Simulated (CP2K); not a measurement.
GaN:

```
Ga N
1.0
     3.18000    0.00000    0.00000
    -1.59000    2.75396    0.00000
     0.00000    0.00000    5.16600
Ga N
2 2
Cartesian
  1.5900 0.9180 2.5830
  0.0000 1.8360 0.0000
  1.5900 0.9180 4.5203
  0.0000 1.8360 1.9373
```

Base run:

```yaml
Program: CP2K 2026.2
Functional: r2SCAN
Potentials_or_basis: GTH_SOC_POTENTIALS Ga GTH-PBE-q13, N GTH-PBE-q5; DZVP-MOLOPT-SR-GTH basis
Density_cutoff: 9184 eV
k_mesh: 10 × 10 × 5
Occupations: fermi-dirac, width 0.05 eV
Spin: spin-orbit coupling, no magnetisation
```

Its results: pressure 3.5 GPa.

Problem. The run is repeated on the same cell with these changes: functional from r2SCAN to PBE; density cutoff from 9184 eV to 6123 eV; cutoff of the grids from 675 Ry to 450 Ry. What comes out?

Solution. Pressure 9.8 GPa.

Caveats: the basis of atomic orbitals isn't converged, which shifts pressures, moduli and gaps; the potentials were made for another functional, which shifts forces and pressure (some runs).
